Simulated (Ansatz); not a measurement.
# W: the cost of one run

Computed with Ansatz 0.2.0 (DFT PBE, scalar-relativistic, plane waves, PAW, unless a step's input says otherwise).

The COD cell was measured well above room temperature, so it is larger than a cold one.

2 further runs of the same task are left out: 2 set aside as unsound or not needed. Runs told in other sessions of the task aren't counted.

## 1. The structure to begin with

Symmetry: Im-3m, No. 229, cubic system. The conventional cell has a = 3.184 Å, b = 3.184 Å, c = 3.184 Å, α = 90.00°, β = 90.00°, γ = 90.00°. Around W (site symmetry m-3m) lie 8 W at 2.76 Å.

As a file:

```xyz
1
Lattice="-1.5918 1.5918 1.5918 1.5918 -1.5918 1.5918 1.5918 1.5918 -1.5918" Properties=species:S:1:pos:R:3 pbc="T T T"
W     0.0000    0.0000    0.0000
```

This cell was relaxed beforehand with the same method: volume 16.13 Å³/atom, gap on the mesh none (metal).

## 2. The reference cell

The reference gives a free energy of -10384.8257 eV, pressure 0.01 GPa, largest force 0.000 eV/Å and gap on the mesh none (metal). It was computed beforehand with the settings of the runs below.

## 3. Setting up a strain scan

The cell is strained by ε times the Voigt pattern (0, 0, 0, 1, 0, 0) (xx, yy, zz, yz, xz, xy; engineering shear), with fractional coordinates fixed (clamped ions). The stress on the pattern is the sum of the stress components weighted by it, tension positive.

## 4. ε = -0.0200

input.yaml

```yaml
crystal:
  lattice:
    - [-1.5917793224, 1.5758615292, 1.5758615292]
    - [1.5917793224, -1.6076971156, 1.6076971156]
    - [1.5917793224, 1.6076971156, -1.6076971156]
  atoms:
    - { symbol: W, position: [0.0, 0.0, 0.0] }
basis:
  ecutwfc: 420
kpoints:
  mp_grid: { grid: [26, 26, 26] }
hamiltonian:
  xc: pbe
scf:
  occupations: { method: gaussian, width: 0.15 }
output:
  forces: true
  stress: true
  eigenvalues: true
```

Command:

```bash
$ ansatz run input.yaml --threads 1 --pin off --max-ram 2560MiB --backend cpu --events-out ev --progress --plain --runs-dir out
```

**Question.** How long does this run take on 1 thread of Arm Neoverse V2, shared host, and how much memory does it need?

About 19 s, with a peak of 0.68 GiB.
